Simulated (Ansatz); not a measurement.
# MoS2 (P-3m1) in Ansatz: equation of state

How stiff is MoS2 in PBE, and what volume does it want? The cell is scaled to several volumes.

All numbers are computed with Ansatz 0.2.0; they aren't measurements. Logs are shortened: lines on timing, memory, paths and dates and some standing lists are left out, and cuts for length are marked.

## 1. The crystal as given

It takes space group P-3m1 (No. 164, trigonal). Conventional cell: a = 3.227 Å, b = 3.227 Å, c = 6.312 Å, α = 90.00°, β = 90.00°, γ = 120.00°. Mo (site symmetry -3m) is surrounded by 6 S at 2.42 Å. Around S (site symmetry 3m) lie 3 Mo at 2.42 Å.

Measurements of this composition are mostly on another form, of space group No. 194.

## 2. Equation of state, PBE

Potentials or basis: all-electron LAPW, scalar-relativistic.

This step only gathers the single runs of the series.

Results:

- Equilibrium volume: 19.14 Å³/atom
- Bulk modulus at fixed shape and positions: 129 GPa
- Pressure derivative of the bulk modulus: 4.4

Energy against volume, from the lowest point:
| volume (Å³/atom) | energy (meV/atom) |
| --- | --- |
| 17.843 | 39.68 |
| 18.222 | 18.85 |
| 18.602 | 5.89 |
| 18.982 | 0.00 |
| 19.361 | 0.46 |
| 19.741 | 6.61 |
| 20.120 | 17.89 |

Caveat: the cell was scaled at fixed shape and fractional positions, which overstates the stiffness of a crystal with free parameters, most of all of layers and chains; this functional lacks dispersion, which binds the layers, so the pressure and a relaxed spacing across them are unreliable.
